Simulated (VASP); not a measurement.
# SnO2 (Cassiterite) (P4_2/mnm) in VASP: notebook

One crystal, SnO2 (Cassiterite), is run at these levels: LDA; tasks: single point.

Program: VASP 6.6.1. These are calculated values, not measurements. Logs are shortened: lines on timing, memory, paths and dates and some standing lists are left out, and cuts for length are marked.

**1. The structure**

Symmetry: P4_2/mnm, No. 136, tetragonal system. The conventional cell has a = 4.738 Å, b = 4.738 Å, c = 3.187 Å, α = 90.00°, β = 90.00°, γ = 90.00°. Sn (site symmetry mmm) is surrounded by 6 O at 2.05 to 2.06 Å. Around O (site symmetry m2m) lie 3 Sn at 2.05 to 2.06 Å.

**2. Single point, LDA**

Contents of INCAR:

```
SYSTEM = SnO2
PREC = Accurate
ENCUT = 250
EDIFF = 1E-7
ISMEAR = 0
SIGMA = 0.05
LREAL = .False.
LASPH = .True.
NELM = 100
ALGO = Normal
ISIF = 2
LWAVE = .False.
LCHARG = .False.
GGA = CA
NBANDS = 35
ADDGRID = .False.
```

Contents of KPOINTS:

```
Automatic mesh
0
Gamma
  2 2 3
  0 0 0
```

Contents of POSCAR:

```
SnO2
1.0
    4.7380000000      0.0000000000      0.0000000000
    0.0000000000      4.7380000000      0.0000000000
    0.0000000000      0.0000000000      3.1865000000
Sn O
2 4
Direct
    0.5000000000      0.5000000000      0.5000000000
    0.0000000000      0.0000000000      0.0000000000
    0.8071000000      0.1929000000      0.5000000000
    0.6929000000      0.6929000000      0.0000000000
    0.1929000000      0.8071000000      0.5000000000
    0.3071000000      0.3071000000      0.0000000000
```

Potentials or basis: VASP PAW LDA potentials, release 64 (Sn_d, O).

Run with:

```bash
$ cat potpaw_LDA.64/Sn_d/POTCAR potpaw_LDA.64/O/POTCAR > POTCAR
$ mpirun -np 1 vasp_std > vasp.out
```

OUTCAR:

```text
SYSTEM = SnO2
   PREC = Accurate
   ENCUT = 250
   EDIFF = 1E-7
   ISMEAR = 0
   LREAL = .False.
   LASPH = .True.
   NELM = 100
   ISIF = 2
   GGA = CA

 Found      6 irreducible k-points:

 Following reciprocal coordinates:
            Coordinates               Weight
  0.000000  0.000000  0.000000      1.000000
  0.500000  0.000000  0.000000      2.000000
  0.500000  0.500000  0.000000      1.000000
  0.000000  0.000000  0.333333      2.000000
  0.500000  0.000000  0.333333      4.000000
  0.500000  0.500000  0.333333      2.000000
   k-points           NKPTS =      6   k-points in BZ     NKDIM =      6   number of bands    NBANDS=     35
   number of dos      NEDOS =    301   number of ions     NIONS =      6
   total plane-waves  NPLWV =   9216
   dimension x,y,z NGX =    24 NGY =   24 NGZ =   16
   dimension x,y,z NGXF=    48 NGYF=   48 NGZF=   32
   ions per type =               2   4
   NGX,Y,Z   is equivalent  to a cutoff of   8.42,  8.42,  8.35 a.u.
   NGXF,Y,Z  is equivalent  to a cutoff of  16.84, 16.84, 16.70 a.u.
 SYSTEM =  SnO2
   PREC   = accura    normal or accurate (medium, high low for compatibility)
   ISTART =      0    job   : 0-new  1-cont  2-samecut
   ICHARG =      2    charge: 1-file 2-atom 10-const
   ISPIN  =      1    spin polarized calculation?
   LNONCOLLINEAR =      F non collinear calculations
   LSORBIT =      F    spin-orbit coupling
   LASPH  =      T    aspherical Exc in radial PAW
   ENCUT  =  250.0 eV  18.37 Ry    4.29 a.u.   6.11  6.11  4.11*2*pi/ulx,y,z
   NELM   =    100;   NELMIN=  2; NELMDL= -5     # of ELM steps
   EDIFF  = 0.1E-06   stopping-criterion for ELM
   LREAL  =      F    real-space projection
   EDIFFG = 0.1E-05   stopping-criterion for IOM
   NSW    =      0    number of steps for IOM
   IBRION =     -1    ionic relax: 0-MD 1-quasi-New 2-CG
   NFREE  =      0    steps in history (QN), initial steepest desc. (CG)
   ISIF   =      2    stress and relaxation
   ISYM   =      2    0-nonsym 1-usesym 2-fastsym
   POTIM  = 0.5000    time-step for ionic-motion
   TEBEG  =    0.0;   TEEND  =   0.0 temperature during run
   PSTRESS=    0.0 pullay stress
   NELECT =      52.0000    total number of electrons
   NUPDOWN=      -1.0000    fix difference up-down
   EMIN   =  10.00;   EMAX   =-10.00  energy-range for DOS
   EFERMI =   0.00;   METHOD = LEGACY
   ISMEAR =     0;   SIGMA  =   0.05  broadening in eV -4-tet -1-fermi 0-gaus
   EFERMI_NEDOS =   21; number of points for ismear=-14 and -15
   IALGO  =     38    algorithm
   IMIX   =      4    mixing-type and parameters
     AMIX     =   0.40;   BMIX     =  1.00
     AMIX_MAG =   1.60;   BMIX_MAG =  1.00
  volume/ion in A,a.u.               =      11.92        80.45
  Fermi-wavevector in a.u.,A,eV,Ry     =   1.472000  2.781677 29.480903  2.166785
  Thomas-Fermi vector in A             =   2.587068
   LORBIT       =      0    0 simple, 1 ext, 2 COOP (PROOUT), +10 PAW based schemes
   GGA     = CA    functional components
   LHFCALC =     F    Hartree Fock is set to
   AEXX    =    0.0000 exact exchange contribution
   IVDW    =     0    specifies the selected vdW correction
   LEPSILON=     F    determine dielectric tensor
   LRPA    =     F    only Hartree local field effects (RPA)
 non-spin polarized calculation
 Gauss-broadening in eV      SIGMA  =   0.05
  energy-cutoff  :      250.00
  volume of cell :       71.53
 maximum number of plane-waves:       656
   NGX = 13   NGY = 13   NGZ =  9

 number of electron      52.0000048 magnetization

 Free energy of the ion-electron system (eV)
  ---------------------------------------------------
  ext. energy  EPLUGINS =         0.00000000
  ---------------------------------------------------
  free energy    TOTEN  =       -43.70809512 eV

  energy without entropy =      -43.70809512  energy(sigma->0) =      -43.70809512

 E-fermi :   6.1257     XC(G=0): -11.8026

 val. band max:        5.8078890972   @ k =   0.0000   0.0000   0.0000
 cond. band min:       6.8078043762   @ k =   0.0000   0.0000   0.0000
 fundamental gap:      0.9999152790
 Fermi energy:         6.1257482005

 k-point     1 :       0.0000    0.0000    0.0000
  band No.  band energies     occupation
      1     -15.1934      2.00000
      2     -14.3918      2.00000
      3     -14.0458      2.00000
      4     -14.0292      2.00000
      5     -14.0292      2.00000
      6     -13.9573      2.00000
[... 27 lines left out ...]
     34      17.9405      0.00000
     35      18.4692      0.00000

 k-point     2 :       0.5000    0.0000    0.0000
  band No.  band energies     occupation
      1     -14.8239      2.00000
      2     -14.8239      2.00000
      3     -14.0545      2.00000
      4     -14.0545      2.00000
      5     -14.0212      2.00000
      6     -14.0212      2.00000
[... 27 lines left out ...]
     34      18.1851      0.00000
     35      18.3659      0.00000

 k-point     3 :       0.5000    0.5000    0.0000
  band No.  band energies     occupation
      1     -14.9341      2.00000
      2     -14.9341      2.00000
      3     -14.0312      2.00000
      4     -14.0312      2.00000
      5     -14.0197      2.00000
      6     -14.0197      2.00000
[... 27 lines left out ...]
     34      17.9913      0.00000
     35      18.4826      0.00000

 k-point     4 :       0.0000    0.0000    0.3333
  band No.  band energies     occupation
      1     -14.7475      2.00000
      2     -14.7475      2.00000
      3     -14.7276      2.00000
      4     -14.1490      2.00000
      5     -13.8662      2.00000
      6     -13.8518      2.00000
[... 27 lines left out ...]
     34      17.3009      0.00000
     35      18.3876      0.00000

 k-point     5 :       0.5000    0.0000    0.3333
  band No.  band energies     occupation
      1     -14.9764      2.00000
      2     -14.9764      2.00000
      3     -14.1461      2.00000
      4     -14.1461      2.00000
      5     -13.8863      2.00000
      6     -13.8863      2.00000
[... 27 lines left out ...]
     34      18.1034      0.00000
     35      18.1964      0.00000

 k-point     6 :       0.5000    0.5000    0.3333
  band No.  band energies     occupation
      1     -14.7644      2.00000
      2     -14.7644      2.00000
      3     -14.5292      2.00000
      4     -14.5292      2.00000
      5     -13.8480      2.00000
      6     -13.8480      2.00000
[... 27 lines left out ...]
     34      16.7099      0.00000
     35      18.7116      0.00000

------------------------ aborting loop because EDIFF is reached ----------------------------------------

  FORCE on cell =-STRESS in cart. coord.  units (eV):
  Direction    XX          YY          ZZ          XY          YZ          ZX
  --------------------------------------------------------------------------------------
  -------------------------------------------------------------------------------------
  Total      -40.4916024    -40.4916024    -38.7023642     -0.0000000      0.0000000      0.0000000
  in kB     -906.9252867   -906.9252867   -866.8501782     -0.0000000      0.0000000      0.0000000
  external PRESSURE =    -893.5669172 kB  Pullay stress =       0.0000000 kB

 VOLUME and BASIS-vectors are now :
 -----------------------------------------------------------------------------
  energy-cutoff  :      250.00
  volume of cell :       71.53
      direct lattice vectors                 reciprocal lattice vectors
     4.738000000  0.000000000  0.000000000     0.211059519  0.000000000  0.000000000
     0.000000000  4.738000000  0.000000000     0.000000000  0.211059519  0.000000000
     0.000000000  0.000000000  3.186500000     0.000000000  0.000000000  0.313823945

 POSITION                                       TOTAL-FORCE (eV/Angst)
 -----------------------------------------------------------------------------------
      2.36900      2.36900      1.59325         0.000000     -0.000000     -0.000000
      0.00000      0.00000      0.00000         0.000000     -0.000000     -0.000000
      3.82404      0.91396      1.59325        -0.230293      0.230293     -0.000000
      3.28296      3.28296      0.00000         0.230293      0.230293     -0.000000
      0.91396      3.82404      1.59325         0.230293     -0.230293     -0.000000
      1.45504      1.45504      0.00000        -0.230293     -0.230293      0.000000
 -----------------------------------------------------------------------------------
    total drift:                                0.000000     -0.000000     -0.000000

  FREE ENERGIE OF THE ION-ELECTRON SYSTEM (eV)
  ---------------------------------------------------
  free  energy   TOTEN  =       -43.7080951175 eV

  energy  without entropy=      -43.7080951175  energy(sigma->0) =      -43.70809512
```

It took 4 s on 1 thread of Intel Xeon Platinum 8488C (Sapphire Rapids), shared host; peak memory 0.11 GiB.

The run converged, but a check on its numbers failed (symmetry, net force, bounds or a known fault of this set-up), so they aren't taken as properties of the crystal.

Caveat: the k mesh is coarse (spacing up to 0.66 Å⁻¹), so the values aren't converged; the cutoff lies under the usual one of these potentials, so the numbers hold a large basis-set error; a pressure of tens of GPa on the cell as given is suspect, and the run, the potentials or the cell itself is likely at fault; spin-orbit coupling is left out, which moves the levels of the heavy elements.

**3. Single point, LDA**

INCAR: that of step 2 with these lines changed.

```diff
@@ -2,3 +2,3 @@
 PREC = Accurate
-ENCUT = 250
+ENCUT = 400
 EDIFF = 1E-7
```

Contents of KPOINTS:

```
Automatic mesh
0
Gamma
  2 2 2
  0 0 0
```

POSCAR is that of step 2.

Potentials or basis: VASP PAW LDA potentials, release 64 (Sn_d, O).

Run with:

```bash
$ cat potpaw_LDA.64/Sn_d/POTCAR potpaw_LDA.64/O/POTCAR > POTCAR
$ mpirun -np 1 vasp_std > vasp.out
```

Wall time 8.9 s (1 thread of Intel Xeon Platinum 8488C (Sapphire Rapids), shared host); peak memory 0.13 GiB.

These settings aren't checked as converged: the numbers below hold their error.

What came out:

| Quantity | Value |
| --- | --- |
| Free energy | -41.7947 eV |
| Largest force | 0.306 eV/Å |
| Band gap on the k mesh | 1.12 eV, direct |

Caveat: the k mesh is coarse (spacing up to 0.99 Å⁻¹), so the values aren't converged; the cutoff is under 1.25 times the usual one of these potentials, so pressure, stress and relaxed cells hold a basis-set (Pulay) error; spin-orbit coupling is left out, which moves the levels of the heavy elements.

(Part 1 of 2 ends here.)
